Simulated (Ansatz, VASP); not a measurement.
# One calculation of Ir, two programs

The input INCAR:

```
SYSTEM = Ir
  PREC = Accurate
  ENCUT = 600
  EDIFF = 1E-6
  ISMEAR = 1
  SIGMA = 0.05
  LREAL = .False.
  LASPH = .True.
  NELM = 60
  ALGO = Normal
  ISIF = 3
  LWAVE = .False.
  LCHARG = .False.
  GGA = PE
  IVDW = 13
  IBRION = 2
  NSW = 80
  EDIFFG = -0.01
```

The input KPOINTS:

```
Automatic mesh
0
Gamma
  13 13 13
  0 0 0
```

POSCAR

```
Ir
1.0
    0.0000000000      1.9156000000      1.9156000000
    1.9156000000      0.0000000000      1.9156000000
    1.9156000000      1.9156000000      0.0000000000
Ir
1
Direct
    0.0000000000      0.0000000000      0.0000000000
```

Input for Ansatz:

```yaml
crystal:
  lattice:
    - [0.0, 1.9156, 1.9156]
    - [1.9156, 0.0, 1.9156]
    - [1.9156, 1.9156, 0.0]
  atoms:
    - { symbol: Ir, position: [0.0, 0.0, 0.0] }
basis:
  ecutwfc: 450.0
kpoints:
  mp_grid:
    grid: [13, 13, 13]
hamiltonian:
  xc: pbe
  dispersion: d4
scf:
  occupations:
    method: methfessel_paxton
    width: 0.05
relax:
  f_tol: 0.01
  cell: {}
```

Alike in both runs: task relaxation of cell and atoms; functional PBE; dispersion D4; k mesh 13 × 13 × 13; occupations methfessel-paxton of order 1, width 0.05 eV; no spin polarisation.

```csv
,VASP,Ansatz
version,VASP 6.6.1,Ansatz 0.2.0
potentials or method,"VASP PAW PBE potentials, release 64 (Ir)","plane waves, PAW"
plane-wave cutoff (eV),600,450
valence electrons in the cell,9,17
```

```tsv
	VASP	Ansatz	Ansatz less VASP
relaxed volume (Å³/atom)	14.17	14.14	-0.026
relaxed cell length with the largest relative difference (Å)	2.716	2.714	-0.0017
```

The two sets of potentials don't hold the same shells in valence.

Caveats: pairwise dispersion overbinds metals, which lowers pressure and volume. Zero-point motion and thermal expansion aren't in these numbers. The runs have no spin-orbit coupling, so splittings on Ir are missing.
